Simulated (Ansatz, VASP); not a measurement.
ZnO in VASP and in Ansatz

```
Zn O
1.0
     4.93408    0.00000    0.00000
    -2.46704    4.27304    0.00000
     0.00000    0.00000    3.45897
Zn O
1 1
Direct
  0.00000 0.00000 0.00000
  0.00000 0.00000 0.50000
```

Alike in both runs: functional PBE; k mesh 6 × 6 × 8; occupations gaussian, width 0.02 eV; no spin polarisation.

Ansatz relaxed the structure, and its values are those at the end. VASP's run is a single point on that final structure, the one shown.

|  | VASP | Ansatz |
| --- | --- | --- |
| version | VASP 6.6.1 | Ansatz 0.2.0 |
| potentials or method | VASP PAW PBE potentials, release 64 (Zn, O) | scalar-relativistic, plane waves, PAW |
| plane-wave cutoff (eV) | 520 | 420 |
| valence electrons in the cell | 18 | 18 |

|  | VASP | Ansatz | Ansatz less VASP |
| --- | --- | --- | --- |
| gap on the k mesh at the Fermi level (eV) | 1.80 | 1.80 | +0.002 |
| least direct gap on the mesh (eV) | 3.27 | 3.29 | +0.018 |
| pressure (GPa) | 0.5 | 0.0 | -0.46 |

A k mesh can miss the band edges.
